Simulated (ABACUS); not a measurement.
## Ti: equation of state with PBE

Crystal: Ti.

```xyz
2
Lattice="2.9500 0.0000 0.0000 -1.4750 2.5548 0.0000 0.0000 0.0000 4.6800" Properties=species:S:1:pos:R:3 pbc="T T T"
Ti    1.4750    0.8516    3.5100
Ti    0.0000    1.7032    1.1700
```

```json
{"Program": "ABACUS 3.10.1", "Task": "equation of state", "Functional": "PBE", "Potentials or basis": "PseudoDojo NC SR 0.4.1 PBE standard", "Cutoff": "1361 eV", "Density cutoff": "5442 eV", "Basis": "DZP LCAO (the cutoffs set its grid)", "k mesh": "9 × 9 × 6", "Occupations": "fermi-dirac, width 0.05 eV", "Spin": "no spin polarisation"}
```

```json
{"Equilibrium volume": "17.47 Å³/atom", "Bulk modulus at fixed shape and positions": "114 GPa", "Pressure derivative of the bulk modulus": "3.4 (rough: it moves with the points fitted)"}
```

Energy against volume, from the lowest point:
| volume (Å³/atom) | energy (meV/atom) |
| --- | --- |
| 16.577 | 16.70 |
| 17.283 | 0.00 |
| 17.988 | 4.52 |
| 18.694 | 26.79 |

All runs of the series together: 31 s on 4 threads of Intel(R) Xeon(R) Platinum 8175M CPU @ 2.50GHz (Skylake/Cascade Lake), on a shared host.

Caveat: the atomic orbitals were generated for these runs and aren't a published set; the cell was scaled at fixed shape and fractional positions, which overstates the stiffness of a crystal with free parameters, most of all of layers and chains; the basis of atomic orbitals isn't converged, which shifts pressures, moduli and gaps.
